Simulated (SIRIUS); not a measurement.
The system is Sb.

```
Sb
1.0
     3.35453    0.00000    0.00000
    -1.67727    2.90511    0.00000
     0.00000    0.00000    5.47016
Sb
2
Cartesian
  1.6773 0.9684 4.1026
  0.0000 1.9367 1.3675
```

This isn't the form of Sb at room conditions, which is rhombohedral.

- Program: SIRIUS 7.12.0
- Task: single point
- Functional: PBE
- Potentials or basis: PseudoDojo 0.4.1 PBE standard (scalar relativistic)
- Cutoff: 1102 eV
- Density cutoff: 4408 eV
- k mesh: 9 × 9 × 5
- Occupations: fermi-dirac, width 0.05 eV
- Spin: no spin polarisation

On this cell: pressure 1.5 GPa; largest force under 0.003 eV/Å; band gap on the k mesh none (metal or under the smearing width).

The same run follows on a disturbed copy (atoms moved at random, drawn with an rms of 0.05 Å):

```
CELL_PARAMETERS angstrom
3.35453 0.00000 0.00000
-1.67727 2.90511 0.00000
0.00000 0.00000 5.47016
ATOMIC_POSITIONS crystal
Sb 0.67819 0.33447 0.75155
Sb 0.32096 0.66257 0.25561
```

Problem. What does the disturbed cell give?

Solution. The energy (extrapolated to zero smearing) moves by -1.2 meV/atom; pressure 1.6 GPa; largest force 0.036 eV/Å; band gap on the k mesh none (metal or under the smearing width).

Forces in eV/Å, atoms in the order of the input:
```
Sb   0.025  0.006 -0.024
Sb  -0.025 -0.006  0.024
```

Stress tensor (GPa, compression positive):
```
1.69 0.19 0.02
0.19 1.63 0.01
0.02 0.01 1.33
```

The energy falls, though the first cell shows no forces: that form is unstable against this distortion, unless noise or another electronic state is at work.
